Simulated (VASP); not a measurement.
Here is a VASP 6.6.1 calculation.

INCAR

```
ALGO = Normal ; EDIFF = 1E-6
ENCUT = 520 ; GGA = PE
ISIF = 2 ; ISMEAR = 0
LASPH = True ; LCHARG = True
LELF = True ; LREAL = False
LVHAR = True ; LWAVE = False
NBANDS = 12 ; NELM = 100
PREC = Accurate ; SIGMA = 0.05
```

The input KPOINTS:

```
k-points
0
Gamma
  18 18 18
```

File POSCAR:

```
Ta
1.0
    0.0000000000      2.1200762238      2.1200762238
    2.1200762238      0.0000000000      2.1200762238
    2.1200762238      2.1200762238      0.0000000000
Ta
1
Direct
    0.0000000000      0.0000000000      0.0000000000
```

Potentials or basis: VASP PAW PBE potentials, release 64 (Ta_pv).

Command:

```sh
$ cat potpaw_PBE.64/Ta_pv/POTCAR > POTCAR
$ mpirun -np 1 vasp_std > vasp.out
```

(1) Estimate the pressure.

(2) Estimate the band gap on the k mesh.

## Answers

(1) -2.2 GPa.

(2) none (metal or under the smearing width).
